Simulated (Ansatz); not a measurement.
# MgO2 (Pa-3) in Ansatz: further runs

The runs below take MgO2 through single point, equation of state, with LDA.

Everything below comes from runs of Ansatz 0.2.0. Logs are shortened: lines on timing, memory, paths and dates and some standing lists are left out, and cuts for length are marked.

## (1) The structure

It takes space group Pa-3 (No. 205, cubic). The conventional cell has a = 4.829 Å, b = 4.829 Å, c = 4.829 Å, α = 90.00°, β = 90.00°, γ = 90.00°. Mg (site symmetry -3) has 6 O at 2.07 Å as nearest neighbours. O (site symmetry 3) is surrounded by 1 O at 1.50 Å.

The cell is a database's computed one.

## (2) Single point, LDA, 8.82 Å³/atom (volume scaled by 0.94)

Contents of input.yaml:

```yaml
crystal:
  lattice:
    - [4.7300417, 0.0, 0.0]
    - [0.0, 4.7300417, 0.0]
    - [0.0, 0.0, 4.7300417]
  atoms:
    - { symbol: Mg, position: [0.0, 0.0, 0.0] }
    - { symbol: Mg, position: [0.5, 0.0, 0.5] }
    - { symbol: Mg, position: [0.5, 0.5, 0.0] }
    - { symbol: Mg, position: [0.0, 0.5, 0.5] }
    - { symbol: O, position: [0.58942444, 0.91057556, 0.08942444] }
    - { symbol: O, position: [0.91057556, 0.08942444, 0.58942444] }
    - { symbol: O, position: [0.08942444, 0.58942444, 0.91057556] }
    - { symbol: O, position: [0.41057556, 0.41057556, 0.41057556] }
    - { symbol: O, position: [0.58942444, 0.58942444, 0.58942444] }
    - { symbol: O, position: [0.91057556, 0.41057556, 0.08942444] }
    - { symbol: O, position: [0.08942444, 0.91057556, 0.41057556] }
    - { symbol: O, position: [0.41057556, 0.08942444, 0.91057556] }
hamiltonian:
  xc: lda
  pseudopotentials: { kind: paw, xc_functional: lda, accuracy: standard }
kpoints:
  mp_grid: { grid: [6, 6, 6] }
scf:
  occupations: { method: fermi_dirac, width: 0.05 }
output:
  forces: true
  stress: true
  eigenvalues: true
```

Potentials or basis: JTH PAW LDA.

The run is started by

```sh
> ansatz run input.yaml --threads 2 --pin off --max-ram 5120MiB --backend cpu --events-out ev --progress --plain --runs-dir out
```

The log of the run:

```text
Warning: the checks of this Mg dataset prove no rule for summing its radial tables, as where they were carried onto another mesh than they were made on, and Gregory's rule is taken, under which a leading mesh point left out moves its sums only by what lay on the interval it spanned. That does not make them correct, and they differ from Quantum ESPRESSO's on this file; a re-export a fraction of a mesh step off can move them. hamiltonian.pseudopotentials.radial_quadrature: simpson_from_first_knot sums it by `pw.x`'s rule; on a PAW file no value gives `pw.x`'s numbers. What more to know: hamiltonian.pseudopotentials.radial_quadrature, in the input reference
Warning: the checks of this O dataset prove no rule for summing its radial tables, as where they were carried onto another mesh than they were made on, and Gregory's rule is taken, under which a leading mesh point left out moves its sums only by what lay on the interval it spanned. That does not make them correct, and they differ from Quantum ESPRESSO's on this file; a re-export a fraction of a mesh step off can move them. hamiltonian.pseudopotentials.radial_quadrature: simpson_from_first_knot sums it by `pw.x`'s rule; on a PAW file no value gives `pw.x`'s numbers. What more to know: hamiltonian.pseudopotentials.radial_quadrature, in the input reference
Warning: RAYON_NUM_THREADS=2 ignored (pool sized by the plan → 2); use --threads N
Engine: ansatz 0.2.0, aarch64-unknown-linux-gnu
Pseudopotentials: kind: paw
Pseudopotential: Mg, paw, valence charge 10, recommended cutoff 870 eV (normal), Mg.paw.azcp
Pseudopotential: O, paw, valence charge 6, recommended cutoff 1380 eV (normal), O.paw.azcp
Functional definition: SPW92
  exchange = slater_x
  correlation = pw_c
Crystal: 12 atoms, lattice volume = 105.827 Å³
Basis set: ecut = 1380 eV, 12293 PW (Γ)
Bands: 56, of which v1, the nominal top of the filled ones, is band 44 counted from 1 (43 counted from 0)
Symmetry: 24 space group operations
Space group: Pa-3 (ITA 205), of the structure as read, at distance tolerance 4.7e-5 Å
k-points: 24 of 216
Non-local potential: Mg, projectors of the file, l = 0: 2, l = 1: 2
Non-local potential: O, projectors of the file, l = 0: 2, l = 1: 2
PAW form: compensated (Kresse and Joubert's): semilocal exchange-correlation on the pseudo side sees the compensation charge
PAW one-centre angular grid: Mg, 110 points (default); XC on 64 Gauss nodes
PAW one-centre angular grid: O, 110 points (default); XC on 64 Gauss nodes
Initial density: superposition of atomic densities (chi_scale 0.1, normalization cell, long waves kept (reshape's long-wave potential 0.00 eV rms))
Initial wavefunctions: pseudopotential atomic-orbital guess
Functional: x = slater, c = lda
SCF iter   1: F=—  HF=-12050.497639 eV  |F-HF|=—  |Δ(HF+E_count)|=         —  Δρ=1.38e-1  dr2=1.15e1  ethr=3.10e-3  ⟨swp⟩=8.4  Hψ=6736  notcnv=0  defer=18
preconditioner: auto → Resta (q_TF=auto, 2.646 Å⁻¹)  ε∞=3.8  [insulator: Δε(μ)=4.994 eV  Ē_g=16.124 eV  σ=0.050 eV  W_gap=1.00  n_scr=26 (ndim 8)  ℏωp=27.0 eV  f_vac=0.000  D(μ)=0.00/eV (n_scr^D=0)  ε∞_Penn≈3.8]
SCF iter   2: F=—  HF=-12046.051076 eV  |F-HF|=—  |Δ(HF+E_count)|=    4.45e0  Δρ=7.18e-2  dr2=3.27e0  ethr=3.10e-3  ⟨swp⟩=3.9  Hψ=2723  notcnv=0  defer=188
SCF iter   3: F=—  HF=-12044.230009 eV  |F-HF|=—  |Δ(HF+E_count)|=    1.82e0  Δρ=8.86e-3  dr2=9.50e-2  ethr=3.10e-3  ⟨swp⟩=3.0  Hψ=2093  notcnv=0  defer=188
SCF iter   4: F=—  HF=-12044.175148 eV  |F-HF|=—  |Δ(HF+E_count)|=   5.49e-2  Δρ=2.61e-3  dr2=6.31e-3  ethr=1.08e-4  ⟨swp⟩=2.8  Hψ=2174  notcnv=0  defer=189
SCF iter   5: F=—  HF=-12044.172273 eV  |F-HF|=—  |Δ(HF+E_count)|=   2.88e-3  Δρ=5.34e-4  dr2=1.44e-4  ethr=7.17e-6  ⟨swp⟩=2.0  Hψ=1651  notcnv=0  defer=117
automatic band count: iteration 5 solves 53 bands in place of 56: the levels show a gap, and the empty bands left out lie too high to hold charge; the band table lists the bands solved (type scf.n_extra_bands for more)
SCF iter   6: F=—  HF=-12044.172232 eV  |F-HF|=—  |Δ(HF+E_count)|=   4.03e-5  Δρ=9.48e-5  dr2=6.29e-6  ethr=1.63e-7  ⟨swp⟩=2.0  Hψ=2111  notcnv=0  defer=117
SCF iter   7: F=—  HF=-12044.172133 eV  |F-HF|=—  |Δ(HF+E_count)|=   9.96e-5  Δρ=2.16e-5  dr2=2.53e-7  ethr=7.14e-9  ⟨swp⟩=2.0  Hψ=2211  notcnv=0  defer=117
SCF iter   8: F=-12044.172133 eV  HF=-12044.172133 eV  |F-HF|=6.78e-10  |Δ(HF+E_count)|=   1.10e-7  Δρ=2.21e-6  dr2=2.93e-9  ethr=1.14e-10  ⟨swp⟩=13.4  Hψ=5992  notcnv=0
SCF 1 converged in 8 iterations: F = -12044.172133 eV  dr2 = 2.93e-9
SCF converged after 8 iterations
Free energy (F): -12044.172133 eV
Harris-Foulkes:  -12044.172133 eV  (|F-HF|=6.78e-10)
Internal energy: -12044.172133 eV  (E = F + TS)
E sigma→0 (E₀):  -12044.172133 eV
Fermi energy:    10.131588 eV
--- Per-component energies (eV) ---
  E_band       = -1211.264786
  E_kinetic    = 2038.538480
  E_local      = -6231.213747  (includes V_loc(G=0)·N_el)
  E_nonlocal   = -1185.286364
  E_hartree    = 2051.929404
  E_xc         = -1472.639328
  E_vxc        = -1932.045725  (∫ρ·V_xc dr)
  E_paw        = -796.292704  (= ΣΔE_a)
  E_vpaw       = 1994.884372  (= ΣTr[D̂ρ^β])
  E_aug_tail   = 0.000342  (compensation charges beyond the density's cutoff)
  E_ewald      = -6449.208216
  E_smearing   = -0.000000  (= −TS)
  E_closure    = -0.000000  (closes the sum)
  Σ components = -12044.172133   (vs F -12044.172133, Δ=0.00e0)
--- Forces (eV/Å), atoms counted from 1 ---
  atom   1  Mg     0.00000000    -0.00000000     0.00000000
  atom   2  Mg     0.00000000    -0.00000000     0.00000000
  atom   3  Mg     0.00000000    -0.00000000    -0.00000000
  atom   4  Mg     0.00000000    -0.00000000    -0.00000000
  atom   5  O     -0.11106956     0.11106956    -0.11106956
  atom   6  O      0.11106956    -0.11106956    -0.11106956
  atom   7  O     -0.11106956    -0.11106956     0.11106956
  atom   8  O      0.11106956     0.11106956     0.11106956
  atom   9  O     -0.11106956    -0.11106956    -0.11106956
  atom  10  O      0.11106956     0.11106956    -0.11106956
  atom  11  O     -0.11106956     0.11106956     0.11106956
  atom  12  O      0.11106956    -0.11106956     0.11106956
  max |Σ_I F_I| component: 9.71e-17 eV/Å
--- Stress (GPa, compression-positive) ---
        4.886551       0.000000       0.000000
        0.000000       4.886551       0.000000
        0.000000       0.000000       4.886551
  P = ⅓ Tr σ = 4.8866 GPa (48.866 kbar)
--- Band table (eV; the first three rows and the last of 24) ---
  k-point 0: bands = ["-63.4741", "-63.4713", "-63.4713", "-63.4713", "-30.9259", "-30.9259", "-30.9259", "-30.9113", "-30.9073", "-30.9073", "-30.9073", "-30.9060", "-30.9060", "-30.8958", "-30.8958", "-30.8958", "-13.4025", "-12.4943", "-12.4943", "-12.4943", "-6.3594", "-6.3594", "-6.3594", "-5.8336", "1.7519", "2.2406", "2.2406", "2.2406", "2.5550", "2.5550", "2.5550", "3.5275", "3.5275", "4.6303", "4.6303", "4.6303", "5.9997", "5.9997", "5.9997", "7.5334", "7.5334", "7.5334", "8.0935", "8.0935", "12.7994", "12.9133", "12.9133", "12.9133", "15.0668", "18.9859", "18.9859", "18.9859", "20.2344"]
  k-point 1: bands = ["-63.4739", "-63.4715", "-63.4713", "-63.4713", "-30.9247", "-30.9247", "-30.9242", "-30.9112", "-30.9085", "-30.9076", "-30.9070", "-30.9066", "-30.9057", "-30.8980", "-30.8966", "-30.8965", "-13.3423", "-12.5551", "-12.4863", "-12.4862", "-6.3588", "-6.3564", "-6.3369", "-5.8833", "1.5991", "1.7928", "2.0637", "2.1684", "2.7168", "2.7468", "3.0913", "3.3769", "3.6224", "4.4235", "4.4661", "4.6390", "6.1661", "6.2468", "6.2788", "7.5093", "7.5296", "7.6238", "7.9992", "8.0857", "12.6602", "12.7816", "12.7864", "12.8600", "15.4866", "18.9649", "18.9981", "19.0014", "19.8805"]
  k-point 2: bands = ["-63.4734", "-63.4720", "-63.4713", "-63.4713", "-30.9214", "-30.9213", "-30.9194", "-30.9126", "-30.9117", "-30.9085", "-30.9082", "-30.9050", "-30.9043", "-30.9033", "-30.8988", "-30.8986", "-13.1770", "-12.7218", "-12.4701", "-12.4699", "-6.3555", "-6.3513", "-6.2671", "-6.0073", "1.3606", "1.4068", "1.8999", "2.0175", "2.9538", "3.0581", "3.1518", "3.6473", "3.7916", "4.1120", "4.1518", "4.5867", "6.6061", "6.7378", "6.7769", "7.4304", "7.4618", "7.6882", "7.8066", "8.0502", "12.3368", "12.5092", "12.7357", "12.7568", "16.3540", "18.3085", "18.9312", "18.9349", "19.8731"]
  k-point 23: bands = ["-63.4720", "-63.4720", "-63.4720", "-63.4720", "-30.9312", "-30.9312", "-30.9312", "-30.9312", "-30.8997", "-30.8997", "-30.8997", "-30.8997", "-30.8994", "-30.8994", "-30.8994", "-30.8994", "-12.6372", "-12.6372", "-12.6372", "-12.6372", "-6.4373", "-6.4373", "-6.4373", "-6.4373", "2.2304", "2.2304", "2.2304", "2.2304", "2.3132", "2.3132", "2.3132", "2.3132", "4.5255", "4.5255", "4.5255", "4.5255", "7.3119", "7.3119", "7.3119", "7.3119", "7.5029", "7.5029", "7.5029", "7.5029", "12.7994", "12.7994", "12.7994", "12.7994", "17.7428", "17.7428", "17.7428", "17.7428", "19.9533"]
```

It took 18 s on 2 threads of Arm Neoverse V1, shared host; peak memory 1 GiB.

What came out:

```yaml
Free_energy: -12044.1721 eV
Pressure: 4.9 GPa
Largest_force: 0.192 eV/Å
Band_gap_on_the_k_mesh: 4.14 eV, indirect (least direct gap 4.29 eV)
```

## (3) Single point, LDA, 9.01 Å³/atom (volume scaled by 0.96)

input.yaml, as its differences from that of step 2:

```diff
@@ -2,5 +2,5 @@
   lattice:
-    - [4.7300417, 0.0, 0.0]
-    - [0.0, 4.7300417, 0.0]
-    - [0.0, 0.0, 4.7300417]
+    - [4.7633529503, 0.0, 0.0]
+    - [0.0, 4.7633529503, 0.0]
+    - [0.0, 0.0, 4.7633529503]
   atoms:
@@ -29 +29,5 @@
   eigenvalues: true
+  write_density: true
+  write_potential: true
+  elf: true
+  volumetric_format: npy
```

Potentials or basis: JTH PAW LDA.

The run is started by

```sh
> ansatz run input.yaml --threads 2 --pin off --max-ram 5120MiB --backend cpu --events-out ev --progress --plain --runs-dir out
```

Wall time 26 s (2 threads of Arm Neoverse V1, shared host); peak memory 1 GiB.

It converged, with:

```
Free energy            : -12044.2142 eV
Pressure               : 1.2 GPa
Largest force          : 0.335 eV/Å
Band gap on the k mesh : 4.01 eV, indirect (least direct gap 4.15 eV)
```

## (4) Single point, LDA, 9.19 Å³/atom (volume scaled by 0.98)

input.yaml, as its differences from that of step 3:

```diff
@@ -2,5 +2,5 @@
   lattice:
-    - [4.7633529503, 0.0, 0.0]
-    - [0.0, 4.7633529503, 0.0]
-    - [0.0, 0.0, 4.7633529503]
+    - [4.7962046984, 0.0, 0.0]
+    - [0.0, 4.7962046984, 0.0]
+    - [0.0, 0.0, 4.7962046984]
   atoms:
```

The run is started by

```sh
> ansatz run input.yaml --threads 2 --pin off --max-ram 5120MiB --backend cpu --events-out ev --progress --plain --runs-dir out
```

It took 27 s on 2 threads of Arm Neoverse V1, shared host; peak memory 1 GiB.

It converged, with:

```yaml
Free_energy: -12044.2067 eV
Pressure: -2.2 GPa
Largest_force: 0.468 eV/Å
Band_gap_on_the_k_mesh: 3.89 eV, indirect (least direct gap 4.02 eV)
```

## (5) Single point, LDA, 9.38 Å³/atom

input.yaml, as its differences from that of step 4:

```diff
@@ -2,5 +2,5 @@
   lattice:
-    - [4.7962046984, 0.0, 0.0]
-    - [0.0, 4.7962046984, 0.0]
-    - [0.0, 0.0, 4.7962046984]
+    - [4.82861247, 0.0, 0.0]
+    - [0.0, 4.82861247, 0.0]
+    - [0.0, 0.0, 4.82861247]
   atoms:
@@ -29,5 +29 @@
   eigenvalues: true
-  write_density: true
-  write_potential: true
-  elf: true
-  volumetric_format: npy
```

The run is started by

```sh
> ansatz run input.yaml --threads 2 --pin off --max-ram 5120MiB --backend cpu --events-out ev --progress --plain --runs-dir out
```

Wall time 19 s (2 threads of Arm Neoverse V1, shared host); peak memory 1.1 GiB.

Results (log left out):

- Free energy: -12044.1547 eV
- Pressure: -5.2 GPa
- Largest force: 0.592 eV/Å
- Band gap on the k mesh: 3.77 eV, indirect (least direct gap 3.90 eV)

## (6) Single point, LDA, 9.57 Å³/atom (volume scaled by 1.02)

input.yaml, as its differences from that of step 5:

```diff
@@ -2,5 +2,5 @@
   lattice:
-    - [4.82861247, 0.0, 0.0]
-    - [0.0, 4.82861247, 0.0]
-    - [0.0, 0.0, 4.82861247]
+    - [4.860590968, 0.0, 0.0]
+    - [0.0, 4.860590968, 0.0]
+    - [0.0, 0.0, 4.860590968]
   atoms:
```

Potentials or basis: JTH PAW LDA.

The run is started by

```sh
> ansatz run input.yaml --threads 2 --pin off --max-ram 5120MiB --backend cpu --events-out ev --progress --plain --runs-dir out
```

Wall time 20 s (2 threads of Arm Neoverse V1, shared host); peak memory 1.1 GiB.

Results (log left out):

* Free energy: -12044.0627 eV
* Pressure: -7.9 GPa
* Largest force: 0.709 eV/Å
* Band gap on the k mesh: 3.66 eV, indirect (least direct gap 3.78 eV)

## (7) Single point, LDA, 9.76 Å³/atom (volume scaled by 1.04)

input.yaml, as its differences from that of step 6:

```diff
@@ -2,5 +2,5 @@
   lattice:
-    - [4.860590968, 0.0, 0.0]
-    - [0.0, 4.860590968, 0.0]
-    - [0.0, 0.0, 4.860590968]
+    - [4.8921541314, 0.0, 0.0]
+    - [0.0, 4.8921541314, 0.0]
+    - [0.0, 0.0, 4.8921541314]
   atoms:
@@ -29 +29,5 @@
   eigenvalues: true
+  write_density: true
+  write_potential: true
+  elf: true
+  volumetric_format: npy
```

The run is started by

```sh
> ansatz run input.yaml --threads 2 --pin off --max-ram 5120MiB --backend cpu --events-out ev --progress --plain --runs-dir out
```

It took 28 s on 2 threads of Arm Neoverse V1, shared host; peak memory 1.1 GiB.

It converged, with:

| Item | Value |
| --- | --- |
| Free energy | -12043.9347 eV |
| Pressure | -10.3 GPa |
| Largest force | 0.817 eV/Å |
| Band gap on the k mesh | 3.55 eV, indirect (least direct gap 3.66 eV) |

## (8) Single point, LDA, 9.94 Å³/atom (volume scaled by 1.06)

input.yaml, as its differences from that of step 7:

```diff
@@ -2,5 +2,5 @@
   lattice:
-    - [4.8921541314, 0.0, 0.0]
-    - [0.0, 4.8921541314, 0.0]
-    - [0.0, 0.0, 4.8921541314]
+    - [4.9233151889, 0.0, 0.0]
+    - [0.0, 4.9233151889, 0.0]
+    - [0.0, 0.0, 4.9233151889]
   atoms:
```

The run is started by

```sh
> ansatz run input.yaml --threads 2 --pin off --max-ram 5120MiB --backend cpu --events-out ev --progress --plain --runs-dir out
```

Wall time 29 s (2 threads of Arm Neoverse V1, shared host); peak memory 1.1 GiB.

Results (log left out):

```
Free energy            : -12043.7744 eV
Pressure               : -12.5 GPa
Largest force          : 0.919 eV/Å
Band gap on the k mesh : 3.45 eV, indirect (least direct gap 3.56 eV)
```

## (9) Equation of state, LDA

Potentials or basis: JTH PAW LDA.

This step only gathers the single runs of the series.

Results:

| Quantity | Value |
| --- | --- |
| Equilibrium volume | 9.07 Å³/atom |
| Bulk modulus at fixed shape and positions | 164 GPa |
| Pressure derivative of the bulk modulus | 4.2 |

Energy against volume, from the lowest point:
```
volume (Å³/atom)  energy (meV/atom)
           8.819               3.51
           9.007               0.00
           9.194               0.62
           9.382               4.96
           9.569              12.62
           9.757              23.29
           9.945              36.65
```

Caveat: the cell was scaled at fixed shape and fractional positions, which overstates the stiffness of a crystal with free parameters, most of all of layers and chains.
